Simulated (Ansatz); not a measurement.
Set up this calculation in Ansatz 0.2.0, as the native input.

- Task: Born charges and dielectric tensor
- Functional: PBE
- Potentials or basis: Ansatz PAW
- Cutoff: 420 eV (not typed: the program's choice for these potentials)
- k mesh: 8 × 8 × 4
- Occupations: fixed
- Spin: no spin polarisation

GaN:

```
Ga N
1.0
     3.21154    0.00000    0.00000
    -1.60577    2.78127    0.00000
     0.00000    0.00000   10.35684
Ga N
4 4
Direct
  0.00000 0.00000 0.78587
  0.66667 0.33333 0.03735
  0.33333 0.66667 0.53735
  0.00000 0.00000 0.28587
  0.00000 0.00000 0.09304
  0.66667 0.33333 0.34375
  0.00000 0.00000 0.59304
  0.33333 0.66667 0.84374
```

The cell is a database's computed one.

One way to write it, as run:

input.yaml

```yaml
crystal:
  lattice:
    - [3.2115377864, 0.0, 0.0]
    - [-1.6057688932, 2.7812733083, 0.0]
    - [0.0, 0.0, 10.35684]
  atoms:
    - { symbol: Ga, position: [0.0, 0.0, 0.785868] }
    - { symbol: Ga, position: [0.6666666667, 0.3333333333, 0.037349] }
    - { symbol: Ga, position: [0.3333333333, 0.6666666667, 0.537349] }
    - { symbol: Ga, position: [0.0, 0.0, 0.285868] }
    - { symbol: "N", position: [0.0, 0.0, 0.093038] }
    - { symbol: "N", position: [0.6666666667, 0.3333333333, 0.343745] }
    - { symbol: "N", position: [0.0, 0.0, 0.593038] }
    - { symbol: "N", position: [0.3333333333, 0.6666666667, 0.843745] }
hamiltonian:
  xc: pbe
  pseudopotentials: { kind: paw }
kpoints:
  mp_grid: { grid: [8, 8, 4] }
scf:
  occupations: { method: fixed }
output:
  eigenvalues: true
dielectric:
  method: response
```

Potentials or basis: Ansatz PAW.

Command:

```console
$ ansatz run input.yaml --threads 4 --pin off --max-ram 11264MiB --backend cpu --events-out ev --progress --plain --runs-dir out
```

Results of the run:

```json
{
 "Band gap on the k mesh": "0.81 eV, direct",
 "Electronic dielectric tensor (diagonal)": "7.40, 7.40, 8.43",
 "Born charges (mean of the diagonal)": "Ga +2.79, +3.26; N -2.88, -3.18 e"
}
```

Run time: 2.3 min on 4 threads of Arm Neoverse V2, with other jobs on the host, peak memory 3.1 GiB.
